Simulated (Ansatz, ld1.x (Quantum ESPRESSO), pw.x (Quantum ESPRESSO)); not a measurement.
# From atom to crystal: TM potential for antimony (Sb)

ld1.x (Quantum ESPRESSO) 7.5 input, shortened:

```
&input
   title='Sb', zed=51., rel=1, dft='PBE', iswitch=3,
   config='[Kr] 4d10 5s2 5p3'
 /
 &inputp
   pseudotype=2, tm=.true., lloc=1,
   nlcc=.true., rcore=1.80
 /
2
5S  1  0   2.00   0.00  1.85  1.85  0.0
5P  2  1   3.00   0.00  2.86  2.86  0.0
 &test
   configts(1)='5s2 5p3'
 /
```

Crystal test: bcc Sb in pw.x 7.5, no spin, 12³ k-points, Fermi–Dirac smearing 0.01 Ry, cutoffs 50/200 Ry. The reference is all-electron LAPW (Ansatz 0.2.0) with the same functional, mesh and smearing; V0 and B0 come from Birch–Murnaghan fits to the pressures at five volumes. Errors are pseudo minus all-electron; Δ is the rms difference of the E(V) curves that follow from these fits, minima aligned, over ±6 % about the mean V0. Mesh and smearing are coarse, so the numbers serve the comparison and aren't converged zero-temperature values; the lattice is a test structure that the element need not adopt.

All-electron: a0 = 3.792 Å (V0 = 27.25 Å³/atom), B0 = 60.7 GPa.

How far does the potential miss the all-electron equation of state?

mean pressure error (GPa): -9.05. The pressure does not cross zero within the volumes sampled, so no fit is given. This is a poor potential for the solid. The logarithmic derivative shows an extra or strongly shifted pseudo pole above the reference energy (s near 0.60 Ry).

```json
{"V (Å³/atom)": "25.918", "P all-electron (GPa)": "3.42", "P pseudo (GPa)": "-7.35"}
{"V (Å³/atom)": "26.600", "P all-electron (GPa)": "1.55", "P pseudo (GPa)": "-8.25"}
{"V (Å³/atom)": "27.282", "P all-electron (GPa)": "-0.06", "P pseudo (GPa)": "-9.03"}
{"V (Å³/atom)": "27.964", "P all-electron (GPa)": "-1.47", "P pseudo (GPa)": "-9.68"}
{"V (Å³/atom)": "28.646", "P all-electron (GPa)": "-2.70", "P pseudo (GPa)": "-10.23"}
```

At the middle volume, how do free energy and pressure move when the wave cutoff is lowered (ecutrho kept at four times it)?

```json
{"cutoff (Ry)": "22", "shift of F (meV/atom)": "+111.2", "shift of P (GPa)": "-1.40"}
{"cutoff (Ry)": "30", "shift of F (meV/atom)": "+16.4", "shift of P (GPa)": "-0.41"}
{"cutoff (Ry)": "40", "shift of F (meV/atom)": "+4.5", "shift of P (GPa)": "+0.11"}
```

Input at the middle volume:

```
&control
  calculation='scf', prefix='x', pseudo_dir='./', outdir='./tmp', tstress=.true., disk_io='none'
/
&system
  ibrav=0, nat=1, ntyp=1, ecutwfc=50, ecutrho=200, nbnd=9,
  occupations='smearing', smearing='fd', degauss=0.01
/
&electrons
  conv_thr=1e-09, mixing_beta=0.4, electron_maxstep=70
/
ATOMIC_SPECIES
Sb 1.0 Sb.UPF
CELL_PARAMETERS angstrom
  -1.89643839 1.89643839 1.89643839
  1.89643839 -1.89643839 1.89643839
  1.89643839 1.89643839 -1.89643839
ATOMIC_POSITIONS crystal
Sb 0.0000 0.0000 0.0000
K_POINTS automatic
12 12 12 0 0 0
```

```bash
pw.x < Sb.scf.in > Sb.scf.out
```

Lines of the output:

```
Message from routine setup:
     using ibrav=0 with symmetry is DISCOURAGED, use correct ibrav instead
     lattice parameter (alat)  =       6.2072  a.u.
     unit-cell volume          =     184.1081 (a.u.)^3
     number of electrons       =         5.00
     number of Kohn-Sham states=            9
     kinetic-energy cutoff     =      50.0000  Ry
     charge density cutoff     =     200.0000  Ry
     scf convergence threshold =      1.0E-09
     Exchange-correlation= PBE
     number of k points=    72  Fermi-Dirac smearing, width (Ry)=  0.0100
     iteration #  1     ecut=    50.00 Ry     beta= 0.40
     total energy              =     -14.54972241 Ry
     estimated scf accuracy    <       0.00296534 Ry
     iteration #  2     ecut=    50.00 Ry     beta= 0.40
     total energy              =     -14.54963555 Ry
     estimated scf accuracy    <       0.00079129 Ry
     iteration #  3     ecut=    50.00 Ry     beta= 0.40
     total energy              =     -14.54970934 Ry
     estimated scf accuracy    <       0.00001486 Ry
     iteration #  4     ecut=    50.00 Ry     beta= 0.40
     total energy              =     -14.54971014 Ry
     estimated scf accuracy    <       0.00000007 Ry
     iteration #  5     ecut=    50.00 Ry     beta= 0.40
     total energy              =     -14.54971013 Ry
     estimated scf accuracy    <       0.00000003 Ry
     iteration #  6     ecut=    50.00 Ry     beta= 0.40
     total energy              =     -14.54971014 Ry
     estimated scf accuracy    <          1.1E-09 Ry
     iteration #  7     ecut=    50.00 Ry     beta= 0.40
     the Fermi energy is     7.5168 ev
!    total energy              =     -14.54971014 Ry
     estimated scf accuracy    <          1.0E-10 Ry
     smearing contrib. (-TS)   =      -0.00255440 Ry
     The total energy is F=E-TS. E is the sum of the following terms:
     one-electron contribution =       4.65777637 Ry
     hartree contribution      =       0.15760233 Ry
     xc contribution           =      -6.66900704 Ry
     ewald contribution        =     -12.69352741 Ry
     convergence has been achieved in   7 iterations
          total   stress  (Ry/bohr**3)                   (kbar)     P=      -90.26
     Message from routine punch:
     Nothing written, as per user request (disk_io='none')
```

The run at the middle volume (72 k-points, 7 iterations) took about 6.3 s on one core of a shared host (Neoverse-V2, 32 threads, 247 GiB, load 20).
